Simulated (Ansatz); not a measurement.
Crystal: SiC (Moissanite).

```
CELL_PARAMETERS angstrom
3.07600 0.00000 0.00000
-1.53800 2.66389 0.00000
0.00000 0.00000 5.04800
ATOMIC_POSITIONS crystal
Si 0.66667 0.33333 0.50000
Si 0.33333 0.66667 0.00000
C 0.66667 0.33333 0.88500
C 0.33333 0.66667 0.38500
```

* Program: Ansatz 0.2.0
* Task: relaxation of cell and atoms
* Functional: wPBEh
* Potentials or basis: Ansatz PAW
* Cutoff: 420 eV (not typed: the program's choice for these potentials)
* k mesh: 5 × 5 × 3
* Occupations: fermi-dirac, width 0.05 eV
* Spin: no spin polarisation

At the start: volume 10.34 Å³/atom.

Problem. Where does the relaxation end?

Solution. It ends after 5 steps and the volume is 10.31 Å³/atom (-0.3 %); space group P6_3mc (No. 186, to 0.05 Å).

Step by step:
```csv
step,energy change (eV),largest force (eV/Å),volume (Å³)
1,0.0000,0.7585,41.36
2,-0.0211,0.4224,41.29
3,-0.0358,0.0012,41.21
4,-0.0358,0.0005,41.23
5,-0.0356,0.0005,41.23
```

Final structure:
```cif
data_structure
_symmetry_space_group_name_H-M 'P 1'
_symmetry_Int_Tables_number 1
_cell_length_a 3.0737
_cell_length_b 3.0737
_cell_length_c 5.0386
_cell_angle_alpha 90.000
_cell_angle_beta 90.000
_cell_angle_gamma 120.000
_cell_volume 41.23
loop_
_atom_site_label
_atom_site_type_symbol
_atom_site_fract_x
_atom_site_fract_y
_atom_site_fract_z
_atom_site_occupancy
Si1 Si 0.66667 0.33333 0.50439 1
Si2 Si 0.33333 0.66667 0.00439 1
C1 C 0.66667 0.33333 0.88061 1
C2 C 0.33333 0.66667 0.38061 1
```

Caveat: the k mesh is coarse (spacing up to 0.47 Å⁻¹), so the values aren't converged; the plane-wave basis is chosen anew once the cell has moved, so the energies of steps on either side of that aren't comparable; the PAW data sets come from PBE, with cores solved anew for the run's functional, which leaves a small shift of forces and pressure.
